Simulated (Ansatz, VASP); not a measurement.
Si in VASP and in Ansatz

The input INCAR:

```
  PREC = Accurate
  ENCUT = 600
  EDIFF = 1E-7
  ISMEAR = -1
  SIGMA = 0.05
  LREAL = F
  LASPH = T
  NELM = 60
  ALGO = Normal
  ISIF = 3
  LWAVE = F
  LCHARG = F
  GGA = PS
  IBRION = 2
  NSW = 40
  EDIFFG = -0.01
```

KPOINTS

```
regular mesh
0
Gamma
  12 12 11
```

File POSCAR:

```
Si
1.0
    2.6205428149      0.0000000000      0.0000000000
   -1.3102714075      2.2694566494      0.0000000000
    0.0000000000      0.0000000000      2.4663543900
Si
1
Direct
    0.0000000000      0.0000000000      0.0000000000
```

Contents of input.yaml:

```yaml
crystal:
  lattice:
    - [2.6205428149, 0.0, 0.0]
    - [-1.3102714075, 2.2694566494, 0.0]
    - [0.0, 0.0, 2.46635439]
  atoms:
    - { symbol: Si, position: [0.0, 0.0, 0.0] }
hamiltonian:
  xc: pbesol
  pseudopotentials: { kind: paw }
kpoints:
  mp_grid: { grid: [12, 12, 11] }
scf:
  occupations: { method: fermi_dirac, width: 0.05 }
output:
  forces: true
  stress: true
  eigenvalues: true
relax:
  f_tol: 0.01
  max_steps: 40
  cell: { stress_tol: 0.05 }
```

This isn't the form of Si at room conditions, which is diamond.

Alike in both runs: task relaxation of cell and atoms; functional PBEsol; k mesh 12 × 12 × 11; occupations fermi-dirac, width 0.05 eV; no spin polarisation.

|  | VASP | Ansatz |
| --- | --- | --- |
| version | VASP 6.6.1 | Ansatz 0.2.0 |
| potentials or method | VASP PAW PBE potentials, release 64 (Si) | Ansatz PAW |
| plane-wave cutoff (eV) | 600 | 420 |
| valence electrons in the cell | 4 | 4 |

VASP gave:

* gap on the k mesh at the Fermi level, each at its own relaxed structure (eV): none
* relaxed volume (Å³/atom): 14.73
* relaxed cell length with the largest relative difference (Å): 2.490
* energy change over the relaxation (meV/atom): -2

Q: Estimate Ansatz's values.

A: gap on the k mesh at the Fermi level, each at its own relaxed structure (eV): none; relaxed volume (Å³/atom): 14.72; relaxed cell length with the largest relative difference (Å): 2.489; energy change over the relaxation (meV/atom): -2.

A gap of «none» marks a metal or a gap that the smearing closes.

Caveats: the PAW data sets were made with another functional, which shifts forces and pressure a little (VASP); the plane-wave basis is chosen anew once the cell has moved, so the energies of steps on either side of that aren't comparable (Ansatz); the PAW data sets come from PBE, with cores solved anew for the run's functional, which leaves a small shift of forces and pressure (Ansatz).
